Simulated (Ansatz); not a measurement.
LiF: computed properties

Level of theory: DFT PBE, scalar-relativistic, plane waves, PAW in Ansatz 0.2.0.

Plane waves to 420 eV, a k mesh through Γ of 10×10×10 on the computed 2-atom cell and Gaussian smearing (0.02 eV); no spin polarisation.

The structure is relaxed at this level of theory with its symmetry kept, and needn't be the ground state of this composition.

Space group Fm-3m (No. 225), cubic, a = 4.068 Å. Around Li lie 6 F at 2.03 Å; F has 6 Li at 2.03 Å.

* Volume per atom: 8.42 Å³
* Formation energy from the elements' standard states (uncorrected): -2.945 eV/atom
* Kohn–Sham band gap: 8.83 eV
* Orbital (Löwdin) character of the top 1 eV of the valence band: F 2p 99 %
* Orbital (Löwdin) character of the lowest 1 eV of the conduction band: Li 2s 63 %, F 2s 24 %, unprojected 8 %
* Bader charge by site (e): Li (1 in the cell) 0.90, F (1 in the cell) -0.90

The cell was reached from a generator's guess, though it ends in a space group that the Crystallography Open Database lists for this formula. Kohn–Sham gaps at this level usually fall short of measured ones. Löwdin shares on free-atom orbitals overweight diffuse shells in the empty bands.
